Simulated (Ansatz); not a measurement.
Wanted: the native input for an Ansatz 0.2.0 run.

```
Task                                : band structure
Functional                          : PBE
Potentials or basis                 : Ansatz PAW
Cutoff                              : 420 eV (not typed: the program's choice for these potentials)
k mesh                              : 10 × 10 × 5
Occupations                         : fermi-dirac, width 0.05 eV
Spin                                : no spin polarisation
Path                                : [["G", "Y", "F", "L", "I"], ["I1", "Z", "F1"], ["Y", "X1"], ["X", "G", "N"], ["M", "G"]]
Points for each segment of the path : 14
```

The system is CuO (Tenorite).

```
Cu O
1.0
     2.34185   -1.71130    0.00000
     2.34185    1.71130    0.00000
    -0.85003    0.00000    5.05787
Cu O
2 2
Direct
  0.50000 0.00000 0.50000
  0.00000 0.50000 0.00000
  0.41840 0.58160 0.75000
  0.58160 0.41840 0.25000
```

One way to write it, as run:

input.yaml

```yaml
crystal:
  lattice:
    - [2.34185, -1.7113, 0.0]
    - [2.34185, 1.7113, 0.0]
    - [-0.8500274268, 0.0, 5.0578693947]
  atoms:
    - { symbol: Cu, position: [0.5, 0.0, 0.5] }
    - { symbol: Cu, position: [0.0, 0.5, 0.0] }
    - { symbol: O, position: [0.4184, 0.5816, 0.75] }
    - { symbol: O, position: [0.5816, 0.4184, 0.25] }
hamiltonian:
  xc: pbe
  pseudopotentials: { kind: paw }
kpoints:
  mp_grid: { grid: [10, 10, 5] }
  band_path:
    path:
      - [[0.0, 0.0, 0.0], [-0.5, -0.5, 0.0], [-0.5247847702, -0.5247847702, 0.3275098836], [-0.5, -0.5, 0.5], [-0.6335075857, -0.3664924143, 0.5]]
      - [[-0.3664924143, 0.3664924143, 0.5], [0.0, 0.0, 0.5], [-0.4752152298, -0.4752152298, 0.6724901164]]
      - [[-0.5, -0.5, 0.0], [-0.612731633, -0.387268367, 0.0]]
      - [[-0.387268367, 0.387268367, 0.0], [0.0, 0.0, 0.0], [-0.5, 0.0, 0.0]]
      - [[-0.5, 0.0, 0.5], [0.0, 0.0, 0.0]]
    npoints: 14
scf:
  occupations: { method: fermi_dirac, width: 0.05 }
  n_extra_bands: 10
output:
  forces: true
  stress: true
  eigenvalues: true
  fatbands: true
```

Potentials or basis: Ansatz PAW.

The run is started by

```console
$ ansatz run input.yaml --threads 2 --pin off --max-ram 5120MiB --backend cpu --events-out ev --progress --plain --runs-dir out
```

It gave:

| Quantity | Value |
| --- | --- |
| Pressure | 5.7 GPa |
| Largest force | 0.263 eV/Å |
| Band gap on the k mesh | none (metal or under the smearing width) |

Caveat: the pressure holds a Pulay correction of +0.7 GPa for the finite cutoff; the run has no spin polarisation, though such a crystal can be magnetic; semilocal functionals often make such compounds metallic where correlation or magnetic order opens a gap, which also shifts bond lengths.

Wall time 8.5 s on 2 threads of Arm Neoverse V1, on a shared host, peak memory 0.42 GiB.
